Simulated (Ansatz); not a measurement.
# CdF₂: one input, then a changed one

The structure comes from a relaxation in the same program, started in the fluorite type. Whether it is a known phase or the ground state wasn't checked. The listed cell was then made from it by scaling, straining or moving an atom.

First run: DFT, PBE, PAW with Ansatz's default frozen-core files, scalar-relativistic (Ansatz 0.2.0).

Command: `ansatz run input.yaml --threads 1 --pin off --max-ram 4096MiB --backend cpu --events-out ev --progress --plain --runs-dir out` The run took 24 s on 1 thread of Intel(R) Xeon(R) Processor @ 2.50GHz (Skylake/Cascade Lake), on a shared host, peak memory 0.46 GiB.

```yaml
crystal:
  lattice:
    - [0.0, 2.7407197206, 2.7407197206]
    - [2.7407197206, 0.0, 2.7407197206]
    - [2.7407197206, 2.7407197206, 0.0]
  atoms:
    - { symbol: Cd, position: [0.0210656345, 0.0210656345, 0.0210656345] }
    - { symbol: F, position: [0.25, 0.25, 0.25] }
    - { symbol: F, position: [0.75, 0.75, 0.75] }
kpoints:
  mp_grid: { grid: [11, 11, 11] }
scf:
  occupations: { method: fermi_dirac, width: 0.05 }
hamiltonian:
  xc: pbe
  pseudopotentials: { kind: paw }
output:
  forces: true
  stress: true
  eigenvalues: true
  efg: { contact_densities: true }
```

Result: converged; pressure 1.88 GPa; largest force 0.954 eV/Å; gap on the k mesh 2.98 eV (the mesh can miss the band edges); 6 SCF iterations.

The input is then changed:

```diff
@@ -12,4 +12,5 @@
 scf:
   occupations: { method: fermi_dirac, width: 0.05 }
+  mixing: { preconditioner: local_kerker }
 hamiltonian:
   xc: pbe
@@ -20,3 +21,9 @@
   eigenvalues: true
   efg: { contact_densities: true }
+  write_density: true
+  write_potential: true
+  elf: true
+  volumetric_format: npy
+basis:
+  ecutwfc: "800 eV"
```

**Question.** What does the second run give?

**Answer.** It converged; energy at zero smearing -5.2 meV/atom from the first run; pressure 1.86 GPa; largest force 0.955 eV/Å; gap on the k mesh 2.98 eV (the mesh can miss the band edges); 6 SCF iterations.

The results part of its log:

```
SCF 1 converged in 6 iterations: F = -9872.098259 eV  dr2 = 2.22e-9
  greatest PAW one-centre occupation: 1.000 electrons in one spin orbital (limit 2), on the Cd atom at site 0 (counted from 0), in its partial waves of l = 1
SCF converged after 6 iterations
Free energy (F): -9872.098259 eV
Harris-Foulkes:  -9872.098259 eV  (|F-HF|=1.47e-9)
Internal energy: -9872.098259 eV  (E = F + TS)
E sigma→0 (E₀):  -9872.098259 eV
Fermi energy:    7.252391 eV
--- Per-component energies (eV) ---
  E_band       = -505.485198
  E_kinetic    = 917.477281
  E_local      = -4355.370283  (includes V_loc(G=0)·N_el)
  E_nonlocal   = 184.250515
  E_hartree    = 1925.210732
  E_xc         = -334.877152
  E_vxc        = -424.205125  (∫ρ·V_xc dr)
  E_paw        = -4487.895888  (= ΣΔE_a)
  E_vpaw       = -678.059187  (= ΣTr[D̂ρ^β])
  E_aug_tail   = 0.000160  (compensation charges beyond the density's cutoff)
  E_ewald      = -3720.893623
  E_smearing   = -0.000000  (= −TS)
  E_closure    = 0.000000  (closes the sum)
  Σ components = -9872.098259   (vs F -9872.098259, Δ=0.00e0)
--- Forces (eV/Å), atoms counted from 1 ---
  atom   1  Cd    -0.55141048    -0.55141048    -0.55141048
  atom   2  F      0.42636844     0.42636844     0.42636844
  atom   3  F      0.12503813     0.12503813     0.12503813
  max |Σ_I F_I| component: 3.91e-6 eV/Å
--- Stress (GPa, compression-positive) ---
        1.862223       1.168389       1.168389
        1.168389       1.862223       1.168389
        1.168389       1.168389       1.862223
  P = ⅓ Tr σ = 1.8622 GPa (18.622 kbar)
--- PAW observables at the nuclei: V_zz in 10²¹ V/m², potentials from the cell's mean, atoms counted from 1 ---
  atom   1  Cd V_zz =    -1.610186   η = 0.0000   by run symmetry: allowed
            electrostatic potential = -7705.496224 V   contact ρ = 1035828.763330 e/Å³
  atom   2  F  V_zz =    +2.394278   η = 0.0000   by run symmetry: allowed
            electrostatic potential = -739.880032 V   contact ρ = 3128.158158 e/Å³
  atom   3  F  V_zz =    -2.284332   η = 0.0000   by run symmetry: allowed
            electrostatic potential = -739.883018 V   contact ρ = 3128.187607 e/Å³
--- Band table (eV; the first three rows and the last of 146) ---
  k-point 0: bands = ["-92.8008", "-53.9039", "-53.9039", "-53.8995", "-14.8777", "-13.9272", "0.1878", "0.2025", "0.2025", "1.1767", "1.1767", "4.8255", "4.8743", "4.8743", "5.1056", "5.1110", "5.1110", "8.6211", "18.1619", "18.1619", "18.3586"]
  k-point 1: bands = ["-92.8008", "-53.9040", "-53.9039", "-53.8995", "-14.8547", "-13.9467", "0.1527", "0.2312", "0.3395", "1.1690", "1.1703", "4.5671", "4.7775", "4.8060", "5.0144", "5.1310", "5.2162", "8.9271", "17.7027", "18.2735", "18.5155"]
  k-point 2: bands = ["-92.8008", "-53.9044", "-53.9040", "-53.8996", "-14.7891", "-14.0025", "0.1931", "0.3070", "0.5819", "1.1550", "1.1588", "4.0511", "4.6156", "4.6360", "4.8260", "5.1666", "5.2363", "9.6914", "16.8748", "18.5833", "18.8237"]
  k-point 145: bands = ["-92.8007", "-53.9043", "-53.9042", "-53.9013", "-14.4073", "-14.3424", "0.4941", "0.5123", "1.2541", "1.2559", "1.3076", "2.9579", "3.7205", "3.9979", "4.1706", "5.2524", "5.2543", "12.5471", "14.8670", "19.3558", "19.7708"]
```
